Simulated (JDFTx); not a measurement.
Set up this calculation in JDFTx 1.7.0 (patched build), as the native input.

```yaml
Task: single point
Functional: PBE
Potentials_or_basis: PseudoDojo-SR-PBE-0.5-standard
Cutoff: 789 eV
Density_cutoff: 3157 eV
k_mesh: 10 × 10 × 5
Occupations: fermi-dirac, width 0.05 eV
Spin: no spin polarisation
Bands: 18
Density_cutoff_over_wavefunction_cutoff: 4
Max_SCF_steps: 100
SCF_threshold_on_the_energy: 1e-08 Ha
Solver_of_the_electrons: scf
Further_solve_for_the_empty_bands: yes
```

Hf:

```
Hf
1.0
     3.19670    0.00000    0.00000
    -1.59835    2.76842    0.00000
     0.00000    0.00000    5.05780
Hf
2
Direct
  0.67080 0.34630 0.75451
  0.32565 0.67287 0.24668
```

The cell isn't the ideal one: atoms moved at random, drawn with an rms of 0.05 Å.

These files were run (other wordings do the same):

Hf.in

```
lattice \
    6.0408875026    -3.0204437513     0.0000000000 \
    0.0000000000     5.2315620387     0.0000000000 \
    0.0000000000     0.0000000000     9.5578567931
coords-type Lattice
ion Hf     0.6707990000     0.3463000000     0.7545060000 1
ion Hf     0.3256540000     0.6728700000     0.2466750000 1

ion-species pseudo/Hf.upf
elec-cutoff 29
elec-ex-corr gga-PBE
kpoint-folding 10 10 5
elec-smearing Fermi 0.0018374661
elec-n-bands 18
electronic-SCF nIterations 100 energyDiffThreshold 1e-08
electronic-minimize nIterations 30 energyDiffThreshold 1e-7
converge-empty-states yes
forces-output-coords Cartesian

dump-name run.$VAR
dump End Ecomponents EigStats BandEigs Kpoints Forces Stress
```

Potentials or basis: PseudoDojo-SR-PBE-0.5-standard.

Run with:

```console
$ jdftx -c 1 -i Hf.in -o Hf.out
```

It gave:

```json
{
  "Pressure": "0.7 GPa",
  "Largest force": "0.168 eV/Å",
  "Band gap on the k mesh": "none (metal or under the smearing width)"
}
```

Caveat: forces may be off by hundredths of an eV/Å.

Run time: 6.5 min on 1 thread of Arm Neoverse V1 (shared host), peak memory 0.76 GiB.
